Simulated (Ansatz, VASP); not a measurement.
## Bi in VASP and in Ansatz

```xyz
2
Lattice="0.0000 3.6904 3.6904 3.6904 0.0000 3.6904 3.6904 3.6904 0.0000" Properties=species:S:1:pos:R:3 pbc="T T T"
Bi    0.9226    0.9226    0.9226
Bi    6.4583    6.4583    6.4583
```

Alike in both runs: task single point; functional RPBE; k mesh 8 × 8 × 8; occupations fermi-dirac, width 0.1 eV; no spin polarisation.

```csv
,VASP,Ansatz
version,VASP 6.6.1,Ansatz 0.2.0
potentials or method,"VASP PAW PBE potentials, release 64 (Bi_d)","plane waves (420 eV) with PAW, scalar-relativistic"
plane-wave cutoff (eV),520,420
valence electrons in the cell,30,30
```

```tsv
	VASP	Ansatz	Ansatz less VASP
pressure (GPa)	0.0	0.0	+0.05
```

Caveats: the PAW data sets were made with another functional, which shifts forces and pressure a little (VASP).
